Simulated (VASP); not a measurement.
The system is GaN.

```
Ga N
1.0
     3.18000    0.00000    0.00000
    -1.59000    2.75396    0.00000
     0.00000    0.00000    5.16600
Ga N
2 2
Direct
  0.33333 0.66667 0.00000
  0.66667 0.33333 0.50000
  0.33333 0.66667 0.37500
  0.66667 0.33333 0.87500
```

```yaml
Program: VASP 6.6.1
Task: relaxation of cell and atoms
Functional: PBE
Potentials_or_basis: VASP PAW PBE potentials, release 64 (Ga_d, N)
Cutoff: 600 eV
k_mesh: 12 × 12 × 7
Occupations: fermi-dirac, width 0.05 eV
Spin: no spin polarisation
```

At the start: pressure 7.2 GPa; volume 11.31 Å³/atom.

How do energy, volume and symmetry change on relaxing?

Over 5 steps the energy falls by 10.1 meV/atom and the volume is 11.75 Å³/atom (+3.9 %); space group P6_3mc (No. 186, to 0.05 Å).

The path:
```
step  energy change (eV)  largest force (eV/Å)  pressure (GPa)  volume (Å³)
   1              0.0000                0.1347            7.17        45.24
   2             -0.0119                0.0620           -5.26        48.64
   3             -0.0403                0.0105           -0.03        47.03
   4             -0.0402                0.0127            0.13        47.00
   5             -0.0403                0.0073            0.09        47.00
```

Final structure:
```
Ga N
1.0
     3.21716    0.00000    0.00000
    -1.60858    2.78615    0.00000
     0.00000    0.00000    5.24351
Ga N
2 2
Direct
  0.33333 0.66667 0.99924
  0.66667 0.33333 0.49924
  0.33333 0.66667 0.37576
  0.66667 0.33333 0.87576
```
